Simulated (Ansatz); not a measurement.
# AlRu: how the free axis answers a strain

AlRu, Pm-3m, a = 2.976 Å. The structure is a Materials Project entry; whether it is the stable form wasn't checked. Ansatz: PBEsol, PAW, 420 eV, Γ-centred 18×18×18 mesh on 2 atoms, Gaussian smearing 0.10 eV; no spin polarisation. Series: biaxial strain in the a-b plane, c and atoms relaxed; x is the strain in per cent. y is the change of c in per cent of 2.976 Å.

| x (%) | y (%) |
| --- | --- |
| -4.5 | 4.85 |
| -3.0 | 3.05 |
| -1.5 | 1.43 |
| 0.0 | 0.00 |
| 1.5 | -1.35 |
| 3.0 | -2.57 |
| 4.5 | ? |

Task: Fit y = c1 x + c2 x² to the other rows, say what c1 measures, and predict the missing y.

Result: Least squares on the rows shown. y = −0.9400 x + 0.02929 x². With no stress along c, c1 = −2C12/C11 = -0.940. At x = 4.5 the fit asked for gives -3.64 %. The run gave -3.64 %, the same to the digits shown.